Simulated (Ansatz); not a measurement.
What a trial cell of Sb2Pt relaxes into

Computed with DFT PBE, scalar-relativistic, plane waves, PAW (Ansatz). Cutoff 420 eV, Γ-centred k mesh, Gaussian smearing, no spin polarisation in the final step.

Sb2Pt was placed on the fluorite structure type (Fm-3m, No. 225), with Pt in place of Ca, Sb in place of F, at a guessed volume.

```yaml
crystal:
  lattice:
    - [0.00000, 3.20967, 3.20967]
    - [3.20967, 0.00000, 3.20967]
    - [3.20967, 3.20967, 0.00000]
  atoms:
    - { symbol: Sb, position: [0.25000, 0.25000, 0.25000] }
    - { symbol: Sb, position: [0.75000, 0.75000, 0.75000] }
    - { symbol: Pt, position: [0.00000, 0.00000, 0.00000] }
```

Cell and atoms relax at zero pressure; the relaxation can't lower the symmetry of the start. After a coarse first stage the cell is made exact in the group found at 0.06 Å.

Formation energies are uncorrected and refer to the elements' standard structures at the same level.

What does it relax into?

It keeps Fm-3m (No. 225). The result has the fluorite structure. Conventional cell: a = 6.643 Å. Around Sb lie 4 Pt at 2.88 Å and 6 Sb at 3.32 Å; Pt has 8 Sb at 2.88 Å.

```
Sb Pt
1.0
     0.00000    3.32135    3.32135
     3.32135    0.00000    3.32135
     3.32135    3.32135    0.00000
Sb Pt
2 1
Cartesian
  1.6607 1.6607 1.6607
  4.9820 4.9820 4.9820
  0.0000 0.0000 0.0000
```

What are its volume, energy, density and gap?

The volume per atom is 24.43 Å³ and the density is 9.94 g/cm³. The energy over the elements is -0.27 eV/atom. The gap on the 12×12×12 mesh is 0 eV (a metal).

The final run used a 12×12×12 mesh on its 3-atom cell and 0.10 eV smearing. For metals, differences of a few meV/atom aren't resolved. Spin–orbit coupling is left out. Symmetry constrained the relaxation, so the result can be a saddle point.